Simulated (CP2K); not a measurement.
HfN:

```
Hf N
1.0
     3.19047    0.00000    0.00000
     1.59523    2.76302    0.00000
     1.59523    0.92101    2.60500
Hf N
1 1
Direct
  0.00000 0.00000 0.00000
  0.50000 0.50000 0.50000
```

Base run:

| Property | Result |
| --- | --- |
| Program | CP2K 2026.2 |
| Functional | PBEsol |
| Potentials or basis | POTENTIAL_UZH Hf GTH-PBE-q12, N GTH-PBE-q5; TZVP-MOLOPT-PBE-GTH basis |
| Density cutoff | 6123 eV |
| k mesh | 10 × 10 × 10 |
| Occupations | fermi-dirac, width 0.0259 eV |
| Spin | no spin polarisation |

Its results: band gap on the k mesh none (metal or under the smearing width); pressure -4.3 GPa.

Q: The run is repeated on the same cell with these changes: functional from PBEsol to PBE; occupations from fermi-dirac, width 0.0259 eV to fermi-dirac, width 0.1 eV. What comes out?

A: Band gap on the k mesh none (metal or under the smearing width); pressure 2.1 GPa.

Caveats: spin-orbit coupling is left out, which moves the levels of the heavy elements; the basis of atomic orbitals isn't converged, which shifts pressures, moduli and gaps; the potentials were made for another functional, which shifts forces and pressure (some runs).
